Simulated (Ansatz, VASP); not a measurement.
W: VASP beside Ansatz

```xyz
2
Lattice="0.0000 -1.9990 -1.9990 0.0000 1.9990 -1.9990 3.9980 0.0000 0.0000" Properties=species:S:1:pos:R:3 pbc="T T T"
W     1.9990    0.0000   -1.9690
W     0.0000    0.0000   -0.0300
```

Change from the starting cell: mode 4 (104.6 1/cm) frozen in, largest displacement +0.030 Å.

Alike in both runs: task single point; functional PBEsol; k mesh 22 × 22 × 16; occupations gaussian, width 0.15 eV; no spin polarisation.

```csv
,VASP,Ansatz
version,VASP 6.6.1,Ansatz 0.2.0
potentials or method,"VASP PAW PBE potentials, release 64 (W_sv)","scalar-relativistic, plane waves, PAW"
plane-wave cutoff (eV),520,420
valence electrons in the cell,28,28
```

```csv
,VASP,Ansatz,Ansatz less VASP
gap on the k mesh at the Fermi level (eV),none,none,-
pressure (GPa),0.9,0.2,-0.72
largest component of the traceless stress (GPa),0.42,0.41,-0.008
rms of the force components (eV/Å),0.129,0.128,-0.0015
```

Atom by atom the forces differ by 0.001 eV/Å (rms over components). A gap of «none» marks a metal or a gap that the smearing closes. With one functional, cell and mesh, what is left measures potentials, basis and numerics.

Caveats: the PAW data sets were made with another functional, which shifts forces and pressure a little (VASP). The runs have no spin-orbit coupling, so splittings on W are missing.
